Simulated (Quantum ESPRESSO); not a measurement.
# Rh (Fm-3m) in Quantum ESPRESSO: convergence with k mesh

Aim: find how far k mesh must go before the results for Rh settle, at PBEsol. This setting moves, with any that are tied to it; all else stays.

All numbers are computed with Quantum ESPRESSO 7.5; they aren't measurements. Logs are shortened: lines on timing, memory, paths and dates and some standing lists are left out, and cuts for length are marked.

### Step 1. The structure

The structure is cubic, space group Fm-3m (No. 225). Conventional cell: a = 3.796 Å, b = 3.796 Å, c = 3.796 Å, α = 90.00°, β = 90.00°, γ = 90.00°. Rh (site symmetry m-3m) is surrounded by 12 Rh at 2.68 Å.

### Step 2. With k mesh 2 × 2 × 2

Contents of pw.in:

```
&CONTROL
  calculation = 'scf'
  prefix = 'pwscf'
  outdir = './tmp'
  pseudo_dir = './pseudo'
  tprnfor = .true.
  tstress = .true.
  disk_io = 'nowf'
/
&SYSTEM
  ibrav = 0
  nat = 1
  ntyp = 1
  ecutwfc = 88
  nbnd = 30
  occupations = 'smearing'
  smearing = 'mv'
  degauss = 0.00367493
  noncolin = .true.
  lspinorb = .true.
/
&ELECTRONS
  conv_thr = 2d-10
  electron_maxstep = 120
  mixing_beta = 0.5
/
ATOMIC_SPECIES
Rh   102.9055 Rh.upf
CELL_PARAMETERS angstrom
   0.0000000000    1.8978500000    1.8978500000
   1.8978500000    0.0000000000    1.8978500000
   1.8978500000    1.8978500000    0.0000000000
ATOMIC_POSITIONS crystal
Rh     0.0000000000    0.0000000000    0.0000000000
K_POINTS automatic
2 2 2 0 0 0
```

Potentials or basis: PseudoDojo 0.4 FR PBEsol stringent.

Run with:

```bash
> OMP_NUM_THREADS=1 pw.x -in pw.in > pw.out
```

Run time: 5.3 s. Hardware: 1 thread of Arm Neoverse V1, shared host; peak memory 0.06 GiB.

Results:

| Property | Result |
| --- | --- |
| Free energy | -3185.6061 eV |
| Pressure | 53.2 GPa |
| Band gap on the k mesh | none (metal or under the smearing width) |

### Step 3. With k mesh 4 × 4 × 4

Changes to pw.in since step 2:

```diff
@@ -35,2 +35,2 @@
 K_POINTS automatic
-2 2 2 0 0 0
+4 4 4 0 0 0
```

Potentials or basis: PseudoDojo 0.4 FR PBEsol stringent.

Run with:

```bash
> OMP_NUM_THREADS=1 pw.x -in pw.in > pw.out
```

Wall time 7.3 s (1 thread of Arm Neoverse V1, shared host); peak memory 0.06 GiB.

Results:

* Free energy: -3189.8327 eV
* Pressure: -9.7 GPa
* Band gap on the k mesh: none (metal or under the smearing width)

### Step 4. With k mesh 5 × 5 × 5

Changes to pw.in since step 3:

```diff
@@ -35,2 +35,2 @@
 K_POINTS automatic
-4 4 4 0 0 0
+5 5 5 0 0 0
```

Run with:

```bash
> OMP_NUM_THREADS=1 pw.x -in pw.in > pw.out
```

Run time: 9.7 s. Hardware: 1 thread of Arm Neoverse V1, shared host; peak memory 0.06 GiB.

Results:

```
Free energy            : -3189.2523 eV
Pressure               : 0.0 GPa
Band gap on the k mesh : none (metal or under the smearing width)
```

### Step 5. With k mesh 7 × 7 × 7

Changes to pw.in since step 4:

```diff
@@ -35,2 +35,2 @@
 K_POINTS automatic
-5 5 5 0 0 0
+7 7 7 0 0 0
```

Run with:

```bash
> OMP_NUM_THREADS=1 pw.x -in pw.in > pw.out
```

It took 17 s on 1 thread of Arm Neoverse V1, shared host; peak memory 0.07 GiB.

Results:

```yaml
Free_energy: -3189.4642 eV
Pressure: -4.0 GPa
Band_gap_on_the_k_mesh: none (metal or under the smearing width)
```

### Step 6. With k mesh 9 × 9 × 9

Changes to pw.in since step 5:

```diff
@@ -35,2 +35,2 @@
 K_POINTS automatic
-7 7 7 0 0 0
+9 9 9 0 0 0
```

Potentials or basis: PseudoDojo 0.4 FR PBEsol stringent.

Run with:

```bash
> OMP_NUM_THREADS=1 pw.x -in pw.in > pw.out
```

It took 30 s on 1 thread of Arm Neoverse V1, shared host; peak memory 0.09 GiB.

The run converged. Its results:

```
Free energy            : -3189.4011 eV
Pressure               : -2.4 GPa
Band gap on the k mesh : none (metal or under the smearing width)
```

### Step 7. With k mesh 11 × 11 × 11

Changes to pw.in since step 6:

```diff
@@ -35,2 +35,2 @@
 K_POINTS automatic
-9 9 9 0 0 0
+11 11 11 0 0 0
```

Run with:

```bash
> OMP_NUM_THREADS=1 pw.x -in pw.in > pw.out
```

Wall time 47 s (1 thread of Arm Neoverse V1, shared host); peak memory 0.12 GiB.

Results (log left out):

```yaml
Free_energy: -3189.3911 eV
Pressure: -2.2 GPa
Band_gap_on_the_k_mesh: none (metal or under the smearing width)
```

### Step 8. With k mesh 12 × 12 × 12

Changes to pw.in since step 7:

```diff
@@ -35,2 +35,2 @@
 K_POINTS automatic
-11 11 11 0 0 0
+12 12 12 0 0 0
```

Run with:

```bash
> OMP_NUM_THREADS=1 pw.x -in pw.in > pw.out
```

It took 66 s on 1 thread of Arm Neoverse V1, shared host; peak memory 0.14 GiB.

It converged, with:

* Free energy: -3189.4092 eV
* Pressure: -2.7 GPa
* Band gap on the k mesh: none (metal or under the smearing width)

### Step 9. With k mesh 14 × 14 × 14

Changes to pw.in since step 8:

```diff
@@ -35,2 +35,2 @@
 K_POINTS automatic
-12 12 12 0 0 0
+14 14 14 0 0 0
```

Potentials or basis: PseudoDojo 0.4 FR PBEsol stringent.

Run with:

```bash
> OMP_NUM_THREADS=1 pw.x -in pw.in > pw.out
```

It took 87 s on 1 thread of Arm Neoverse V1, shared host; peak memory 0.17 GiB.

It converged, with:

```yaml
Free_energy: -3189.4028 eV
Pressure: -2.6 GPa
Band_gap_on_the_k_mesh: none (metal or under the smearing width)
```

### Step 10. With k mesh 17 × 17 × 17

Changes to pw.in since step 9:

```diff
@@ -35,2 +35,2 @@
 K_POINTS automatic
-14 14 14 0 0 0
+17 17 17 0 0 0
```

Potentials or basis: PseudoDojo 0.4 FR PBEsol stringent.

Run with:

```bash
> OMP_NUM_THREADS=1 pw.x -in pw.in > pw.out
```

pw.out:

```text
This program is part of the open-source Quantum ESPRESSO suite
     for quantum simulation of materials; please cite
[... 9 lines left out ...]
     --------------------
     sticks:   dense  smooth     PW     G-vecs:    dense   smooth      PW
     Sum         625     625    199                10177    10177    1837

     Using Slab Decomposition

     bravais-lattice index     =            0
     lattice parameter (alat)  =       5.0720  a.u.
     unit-cell volume          =      92.2597 (a.u.)^3
     number of atoms/cell      =            1
     number of atomic types    =            1
     number of electrons       =        17.00
     number of Kohn-Sham states=           30
     kinetic-energy cutoff     =      88.0000  Ry
     charge density cutoff     =     352.0000  Ry
     scf convergence threshold =      2.0E-10
     mixing beta               =       0.5000
     number of iterations used =            8  plain     mixing
     Exchange-correlation= PBESOL
                           (   1   4  10   8   0   0   0)
     Non magnetic calculation with spin-orbit

     celldm(1)=   5.071959  celldm(2)=   0.000000  celldm(3)=   0.000000
     celldm(4)=   0.000000  celldm(5)=   0.000000  celldm(6)=   0.000000

     crystal axes: (cart. coord. in units of alat)
               a(1) = (   0.000000   0.707107   0.707107 )
               a(2) = (   0.707107   0.000000   0.707107 )
               a(3) = (   0.707107   0.707107   0.000000 )

     reciprocal axes: (cart. coord. in units 2 pi/alat)
               b(1) = ( -0.707107  0.707107  0.707107 )
               b(2) = (  0.707107 -0.707107  0.707107 )
               b(3) = (  0.707107  0.707107 -0.707107 )

     PseudoPot. # 1 for Rh read from file:
     Rh.upf
     Pseudo is Norm-conserving + core correction, Zval = 17.0
     Generated using ONCVPSP code by D. R. Hamann
     Using radial grid of 1568 points, 10 beta functions with:
                l(1) =   0
                l(2) =   0
                l(3) =   1
                l(4) =   1
                l(5) =   1
                l(6) =   1
                l(7) =   2
                l(8) =   2
                l(9) =   2
               l(10) =   2

     atomic species   valence    mass     pseudopotential
     Rh               17.00   102.90550     Rh( 1.00)

     48 Sym. Ops., with inversion, found

   Cartesian axes

     site n.     atom                  positions (alat units)
         1        Rh     tau(   1) = (   0.0000000   0.0000000   0.0000000  )

     number of k points=   165  Marzari-Vanderbilt smearing, width (Ry)=  0.0037

     Number of k-points >= 100: set verbosity='high' to print them.

     Dense  grid:    10177 G-vectors     FFT dimensions: (  32,  32,  32)

     Initial potential from superposition of free atoms

     starting charge      16.9994, renormalised to      17.0000
     Starting wfcs are   20 randomized atomic wfcs +   10 random wfcs

     Self-consistent Calculation

     iteration #  1     ecut=    88.00 Ry     beta= 0.50
     Davidson diagonalization with overlap
     ethr =  1.00E-02,  avg # of iterations =  4.4

     Threshold (ethr) on eigenvalues was too large:
     Diagonalizing with lowered threshold

     Davidson diagonalization with overlap
     ethr =  7.43E-04,  avg # of iterations =  1.2

     total energy              =    -234.38338404 Ry
     estimated scf accuracy    <       0.12643045 Ry

     iteration #  2     ecut=    88.00 Ry     beta= 0.50
     Davidson diagonalization with overlap
     ethr =  7.44E-04,  avg # of iterations =  2.0

     total energy              =    -234.41537693 Ry
     estimated scf accuracy    <       0.00915963 Ry

     iteration #  3     ecut=    88.00 Ry     beta= 0.50
     Davidson diagonalization with overlap
     ethr =  5.39E-05,  avg # of iterations =  2.5

     total energy              =    -234.41696989 Ry
     estimated scf accuracy    <       0.00053267 Ry
[... 26 lines left out ...]
     total energy              =    -234.41702711 Ry
     estimated scf accuracy    <          6.0E-09 Ry

     iteration #  8     ecut=    88.00 Ry     beta= 0.50
     Davidson diagonalization with overlap
     ethr =  3.55E-11,  avg # of iterations =  2.0

     total energy              =    -234.41702711 Ry
     estimated scf accuracy    <          3.2E-10 Ry

     iteration #  9     ecut=    88.00 Ry     beta= 0.50
     Davidson diagonalization with overlap
     ethr =  1.90E-12,  avg # of iterations =  1.6

     End of self-consistent calculation

     Number of k-points >= 100: set verbosity='high' to print the bands.

     the Fermi energy is    22.7176 ev

!    total energy              =    -234.41702711 Ry
     estimated scf accuracy    <          1.9E-12 Ry
     smearing contrib. (-TS)   =      -0.00000856 Ry
     internal energy E=F+TS    =    -234.41701855 Ry

     The total energy is F=E-TS. E is the sum of the following terms:
     one-electron contribution =     -49.53657568 Ry
     hartree contribution      =      37.46972441 Ry
     xc contribution           =     -37.62189381 Ry
     ewald contribution        =    -184.72827348 Ry

     convergence has been achieved in   9 iterations

     Forces acting on atoms (cartesian axes, Ry/au):

     atom    1 type  1   force =     0.00000000    0.00000000    0.00000000

     Total force =     0.000000     Total SCF correction =     0.000000

     Computing stress (Cartesian axis) and pressure

          total   stress  (Ry/bohr**3)                   (kbar)     P=      -25.96
  -0.00017646   0.00000000   0.00000000          -25.96        0.00        0.00
   0.00000000  -0.00017646   0.00000000            0.00      -25.96        0.00
   0.00000000   0.00000000  -0.00017646            0.00        0.00      -25.96

=------------------------------------------------------------------------------=
   JOB DONE.
=------------------------------------------------------------------------------=
```

Wall time 2.5 min (1 thread of Arm Neoverse V1, shared host); peak memory 0.25 GiB.

What came out:

```
Free energy            : -3189.4061 eV
Pressure               : -2.6 GPa
Band gap on the k mesh : none (metal or under the smearing width)
```

### Step 11. Result

```csv
k mesh,"energy less the tightest run, at zero smearing (meV/atom)",pressure (GPa),SCF cycles,CPU time (s),peak memory (GiB)
2 × 2 × 2,3800.06,53.24,17,5.3,0.06
4 × 4 × 4,-426.59,-9.66,8,7.3,0.06
5 × 5 × 5,153.83,0.03,9,9.7,0.06
7 × 7 × 7,-58.10,-4.04,8,17,0.07
9 × 9 × 9,5.04,-2.44,8,30,0.09
11 × 11 × 11,15.01,-2.16,8,47,0.12
12 × 12 × 12,-3.03,-2.74,9,66,0.14
14 × 14 × 14,3.38,-2.55,8,87,0.17
17 × 17 × 17,0.00,-2.60,9,150,0.25
```

Against the tightest run, the pressure stays within 0.1 GPa from 14 × 14 × 14 on. Not settled before the last step: the energy (to 1 meV/atom). Meshes of other sizes hit other points, so gaps and Fermi surfaces needn't settle smoothly. The tightest run that finished is the yardstick and may itself not be fully converged.
